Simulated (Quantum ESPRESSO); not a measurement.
# BP: zone-centre phonons and dielectric response under several settings

```
P B
1.0
     0.00000    2.26900    2.26900
     2.26900    0.00000    2.26900
     2.26900    2.26900    0.00000
P B
1 1
Direct
  0.75000 0.75000 0.75000
  0.00000 0.00000 0.00000
```

All runs used Quantum ESPRESSO 7.5; potentials PseudoDojo 0.4.1 SR PBE standard; k mesh 8 × 8 × 8, shifted; no spin polarisation; cutoff 1034 eV; occupations smeared at first, fixed for the response.

| level | geometry | volume (Å³/atom) | pressure (GPa) | lowest optical mode without the field (cm⁻¹) | highest mode with the field (cm⁻¹) | ε∞ (mean) | ε0 (mean) | Born charge of atom 1 (e) |
| --- | --- | --- | --- | --- | --- | --- | --- | --- |
| PBE | relaxed at 0 GPa | 11.75 | 0.0 | 800 | 805 | 9.12 | 9.2 | 0.50 |
| PBE | relaxed at 10 GPa | ? | 10.0 | ? | ? | ? | ? | ? |
| PBE | relaxed at 25 GPa | 10.39 | 25.0 | 903 | 918 | 9.10 | 9.4 | 0.91 |
| PBE | relaxed at 50 GPa | 9.53 | 50.0 | 981 | 1007 | 9.12 | 9.6 | 1.20 |
| PBE | relaxed at 80 GPa | 8.79 | 80.0 | 1058 | 1096 | 9.16 | 9.8 | 1.47 |

Task: What stands in the row left open?

Result: Volume 11.12 Å³/atom; lowest optical mode without the field 846 cm⁻¹; highest mode with the field 854 cm⁻¹; ε∞ 9.10; ε0 9.3; Born charge of atom 1 0.68 e.

Caveats: the cell is more than 3 GPa from zero pressure, which shifts response properties (some runs); the volume moved by over 15 % at a fixed basis, so the end points are rough (some runs).

For the row left open. Caveat: the cell is more than 3 GPa from zero pressure, which shifts response properties.
